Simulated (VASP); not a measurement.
# CdF2 (Fm-3m) in VASP: a series of runs

One crystal, CdF2, is run at these levels: PBEsol; tasks: relaxation of cell and atoms.

Everything below comes from runs of VASP 6.6.1. Logs are shortened: lines on timing, memory, paths and dates and some standing lists are left out, and cuts for length are marked.

### Step 1. Starting point

It takes space group Fm-3m (No. 225, cubic). Conventional cell: a = 5.388 Å, b = 5.388 Å, c = 5.388 Å, α = 90.00°, β = 90.00°, γ = 90.00°. Cd (site symmetry m-3m) is surrounded by 8 F at 2.33 Å. F (site symmetry -43m) is surrounded by 4 Cd at 2.33 Å.

### Step 2. Relaxation of cell and atoms, PBEsol

INCAR

```
ALGO = Normal
EDIFF = 1E-6
EDIFFG = -0.01
ENCUT = 600
GGA = PS
IBRION = 2
ISIF = 3
ISMEAR = 0
KPAR = 2
LASPH = True
LCHARG = False
LREAL = False
LWAVE = False
NELM = 80
NSW = 90
PREC = Accurate
SIGMA = 0.03
```

KPOINTS

```
k-points
0
Gamma
  10 10 10
```

POSCAR

```
CdF2
1.0
    0.0000000000      2.6940000000      2.6940000000
    2.6940000000      0.0000000000      2.6940000000
    2.6940000000      2.6940000000      0.0000000000
Cd F
1 2
Direct
    0.0000000000      0.0000000000      0.0000000000
    0.2500000000      0.2500000000      0.2500000000
    0.7500000000      0.7500000000      0.7500000000
```

Potentials or basis: VASP PAW PBE potentials, release 64 (Cd, F).

The run is started by

```bash
cat potpaw_PBE.64/Cd/POTCAR potpaw_PBE.64/F/POTCAR > POTCAR
mpirun -np 2 vasp_std > vasp.out
```

OUTCAR:

```text
EDIFF = 1E-6
   EDIFFG = -0.01
   ENCUT = 600
   GGA = PS
   IBRION = 2
   ISIF = 3
   ISMEAR = 0
   LASPH = True
   LREAL = False
   NELM = 80
   NSW = 90
   PREC = Accurate

 ion  position               nearest neighbor table
   1  0.000  0.000  0.000-   3 2.33   3 2.33   3 2.33   2 2.33   3 2.33   2 2.33   2 2.33   2 2.33

   2  0.250  0.250  0.250-   1 2.33   1 2.33   1 2.33   1 2.33
   3  0.750  0.750  0.750-   1 2.33   1 2.33   1 2.33   1 2.33

  LATTYP: Found a face centered cubic cell.
 ALAT       =     5.3880000000

  Lattice vectors:

 A1 = (   0.0000000000,   2.6940000000,   2.6940000000)
 A2 = (   2.6940000000,   0.0000000000,   2.6940000000)
 A3 = (   2.6940000000,   2.6940000000,   0.0000000000)

Analysis of symmetry for initial positions (statically):
=====================================================================
 Subroutine PRICEL returns:
 Original cell was already a primitive cell.

 Routine SETGRP: Setting up the symmetry group for a
 face centered cubic supercell.

 Subroutine GETGRP returns: Found 48 space group operations
 (whereof 48 operations were pure point group operations)
 out of a pool of 48 trial point group operations.

The static configuration has the point symmetry O_h .

Analysis of symmetry for dynamics (positions and initial velocities):
=====================================================================
 Subroutine PRICEL returns:
 Original cell was already a primitive cell.

 Routine SETGRP: Setting up the symmetry group for a
 face centered cubic supercell.

 Subroutine GETGRP returns: Found 48 space group operations
 (whereof 48 operations were pure point group operations)
 out of a pool of 48 trial point group operations.

The dynamic configuration has the point symmetry O_h .

 Subroutine INISYM returns: Found 48 space group operations
 (whereof 48 operations are pure point group operations),
 and found     1 'primitive' translations

----------------------------------------------------------------------------------------

                                     Primitive cell

  volume of cell :      39.1041

  direct lattice vectors                    reciprocal lattice vectors
     0.000000000  2.694000000  2.694000000    -0.185597624  0.185597624  0.185597624
     2.694000000  0.000000000  2.694000000     0.185597624 -0.185597624  0.185597624
     2.694000000  2.694000000  0.000000000     0.185597624  0.185597624 -0.185597624

  length of vectors
     3.809891337  3.809891337  3.809891337     0.321464515  0.321464515  0.321464515

[... 90 lines left out ...]
   POTIM  = 0.5000    time-step for ionic-motion
   TEBEG  =    0.0;   TEEND  =   0.0 temperature during run
   PSTRESS=    0.0 pullay stress
   NELECT =      26.0000    total number of electrons
   NUPDOWN=      -1.0000    fix difference up-down
   EMIN   =  10.00;   EMAX   =-10.00  energy-range for DOS
   EFERMI =   0.00;   METHOD = LEGACY
   ISMEAR =     0;   SIGMA  =   0.03  broadening in eV -4-tet -1-fermi 0-gaus
   EFERMI_NEDOS =   21; number of points for ismear=-14 and -15
   IALGO  =     38    algorithm
   IMIX   =      4    mixing-type and parameters
     AMIX     =   0.40;   BMIX     =  1.00
     AMIX_MAG =   1.60;   BMIX_MAG =  1.00
  volume/ion in A,a.u.               =      13.03        87.96
  Fermi-wavevector in a.u.,A,eV,Ry     =   1.428867  2.700166 27.778468  2.041660
  Thomas-Fermi vector in A             =   2.548882
   LORBIT       =      0    0 simple, 1 ext, 2 COOP (PROOUT), +10 PAW based schemes
   GGA     = PS    functional components
   LHFCALC =     F    Hartree Fock is set to
   AEXX    =    0.0000 exact exchange contribution
   IVDW    =     0    specifies the selected vdW correction
   LEPSILON=     F    determine dielectric tensor
   LRPA    =     F    only Hartree local field effects (RPA)
 conjugate gradient relaxation of ions
 non-spin polarized calculation
 Gauss-broadening in eV      SIGMA  =   0.03
  energy-cutoff  :      600.00
  volume of cell :       39.10
 maximum number of plane-waves:      1326
   NGX = 15   NGY = 15   NGZ = 15

--------------------------------------- Ionic step        1  -------------------------------------------

 number of electron      25.9999977 magnetization

 Free energy of the ion-electron system (eV)
  ---------------------------------------------------
  ext. energy  EPLUGINS =         0.00000000
  ---------------------------------------------------
  free energy    TOTEN  =       -11.59684724 eV

  energy without entropy =      -11.59684724  energy(sigma->0) =      -11.59684724

------------------------ aborting loop because EDIFF is reached ----------------------------------------

  FORCE on cell =-STRESS in cart. coord.  units (eV):
  Direction    XX          YY          ZZ          XY          YZ          ZX
  --------------------------------------------------------------------------------------
  -------------------------------------------------------------------------------------
  Total        0.0980066      0.0980066      0.0980066      0.0000000      0.0000000      0.0000000
  in kB        4.0155317      4.0155317      4.0155317      0.0000000      0.0000000      0.0000000
  external PRESSURE =       4.0155317 kB  Pullay stress =       0.0000000 kB
[... 61 lines left out ...]
--------------------------------------- Ionic step        3  -------------------------------------------

 number of electron      25.9999977 magnetization

 Free energy of the ion-electron system (eV)
  ---------------------------------------------------
  ext. energy  EPLUGINS =         0.00000000
  ---------------------------------------------------
  free energy    TOTEN  =       -11.59700108 eV

  energy without entropy =      -11.59700108  energy(sigma->0) =      -11.59700108

 E-fermi :  -1.2656     XC(G=0): -10.6892

 val. band max:       -1.4785111688   @ k =  -0.3000   0.5000   0.2000
 cond. band min:       1.4226613343   @ k =   0.0000   0.0000   0.0000
 fundamental gap:      2.9011725031
 Fermi energy:        -1.2656046618

 k-point     1 :       0.0000    0.0000    0.0000
  band No.  band energies     occupation
      1     -22.1695      2.00000
      2     -21.0429      2.00000
      3      -7.0871      2.00000
      4      -7.0871      2.00000
      5      -7.0871      2.00000
      6      -5.8491      2.00000
[... 457 lines left out ...]
      4      -6.4543      2.00000
      5      -6.3770      2.00000
      6      -5.8744      2.00000
[... 9 lines left out ...]
     16      11.7171      0.00000
     17      12.3803      0.00000

 [... further k-points ...]
[... 5 lines left out ...]
  --------------------------------------------------------------------------------------
  -------------------------------------------------------------------------------------
  Total       -0.0009716     -0.0009716     -0.0009716      0.0000000      0.0000000     -0.0000000
  in kB       -0.0396758     -0.0396758     -0.0396758      0.0000000      0.0000000     -0.0000000
  external PRESSURE =      -0.0396758 kB  Pullay stress =       0.0000000 kB
[... 18 lines left out ...]
  FREE ENERGIE OF THE ION-ELECTRON SYSTEM (eV)
  ---------------------------------------------------
  free  energy   TOTEN  =       -11.5970010751 eV

  energy  without entropy=      -11.5970010751  energy(sigma->0) =      -11.59700108

 reached required accuracy - stopping structural energy minimisation
```

CONTCAR:

```text
CdF2
   1.00000000000000
     0.0000000000000000    2.6969680771260558    2.6969680771260558
     2.6969680771260558    0.0000000000000000    2.6969680771260558
     2.6969680771260558    2.6969680771260558   -0.0000000000000000
  Cd              F
     1     2
Direct
     0.0000000000000000    0.0000000000000000    0.0000000000000000
     0.2500000000000000    0.2500000000000000    0.2500000000000000
     0.7500000000000000    0.7500000000000000    0.7500000000000000

  0.00000000E+00  0.00000000E+00  0.00000000E+00
  0.00000000E+00  0.00000000E+00  0.00000000E+00
  0.00000000E+00  0.00000000E+00  0.00000000E+00
```

Wall time 23 s (2 MPI ranks of AMD EPYC 9R45 (Zen 5), shared host); peak memory 0.17 GiB.

Results:

```yaml
Free_energy: -11.5970 eV
Relaxed_volume: 13.08 Å³/atom
Relaxed_cell: a = 3.814 Å, b = 3.814 Å, c = 3.814 Å, α = 60.00°, β = 60.00°, γ = 60.00°
Space_group_after_relaxing_to_0.05_Å: Fm-3m (No. 225)
Energy_gained_by_relaxing: 0.1 meV/atom
Ionic_steps: 3
Pressure_after_relaxing: 0.0 GPa
Band_gap_on_the_k_mesh: 2.90 eV, indirect (least direct gap 3.39 eV)
```

Step by step:
| step | energy change (eV) | largest force (eV/Å) | pressure (GPa) | volume (Å³) |
| --- | --- | --- | --- | --- |
| 1 | 0.0000 | 0.0000 | 0.40 | 39.10 |
| 2 | -0.0001 | 0.0000 | -0.15 | 39.29 |
| 3 | -0.0002 | 0.0000 | 0.00 | 39.23 |

Final structure:
```xyz
3
Lattice="0.0000 2.6970 2.6970 2.6970 0.0000 2.6970 2.6970 2.6970 0.0000" Properties=species:S:1:pos:R:3 pbc="T T T"
Cd    0.0000    0.0000    0.0000
F     1.3485    1.3485    1.3485
F     4.0455    4.0455    4.0455
```

Caveat: the PAW data sets were made with another functional, which shifts forces and pressure a little. Zero-point motion and thermal expansion aren't in these numbers.

### Step 3. Relaxation of cell and atoms, PBEsol

This run uses another cell than the first one, of 13.08 Å³/atom, 1.003 times its volume.

INCAR, as its differences from that of step 2:

```diff
@@ -1,4 +1,4 @@
 ALGO = Normal
-EDIFF = 1E-6
-EDIFFG = -0.01
+EDIFF = 1E-7
+EDIFFG = -0.005
 ENCUT = 600
```

KPOINTS is that of step 2.

POSCAR

```
CdF2                                    
1.0
    0.0000000000      2.6969680771      2.6969680771
    2.6969680771      0.0000000000      2.6969680771
    2.6969680771      2.6969680771     -0.0000000000
  Cd              F             
     1     2
Direct
     0.0000000000000000    0.0000000000000000    0.0000000000000000
     0.2500000000000000    0.2500000000000000    0.2500000000000000
     0.7500000000000000    0.7500000000000000    0.7500000000000000
```

Potentials or basis: VASP PAW PBE potentials, release 64 (Cd, F).

The run is started by

```bash
cat potpaw_PBE.64/Cd/POTCAR potpaw_PBE.64/F/POTCAR > POTCAR
mpirun -np 2 vasp_std > vasp.out
```

Run time: 13 s. Hardware: 2 MPI ranks of AMD EPYC 9R45 (Zen 5), shared host; peak memory 0.15 GiB.

The run converged. Its results:

```yaml
Free_energy: -11.5973 eV
Pressure_after_relaxing: 0.0 GPa
Band_gap_on_the_k_mesh: 2.90 eV, indirect (least direct gap 3.39 eV)
```

Final structure:
```
Cd F
1.0
     0.00000    2.69697    2.69697
     2.69697    0.00000    2.69697
     2.69697    2.69697    0.00000
Cd F
1 2
Direct
  0.00000 0.00000 0.00000
  0.25000 0.25000 0.25000
  0.75000 0.75000 0.75000
```

Levels at points of the mesh, in eV from the valence-band top:
```
           k point  band 9  band 10  band 11  band 12  band 13  band 14  band 15  band 16  band 17
(0.00, 0.00, 0.00)   -0.98    -0.98    -0.49    -0.49    -0.49     2.90    12.50    12.50    12.50
(0.50, 0.00, 0.00)   -2.30    -1.86    -1.86    -0.39    -0.39     7.04     8.97    14.29    14.29
(0.50, 0.50, 0.00)   -2.99    -2.99    -0.50    -0.08    -0.08     7.86     9.46    11.69    14.09
```

Caveat: the relaxation stopped at its first step, so nothing moved; the PAW data sets were made with another functional, which shifts forces and pressure a little. A k mesh can miss the band edges.
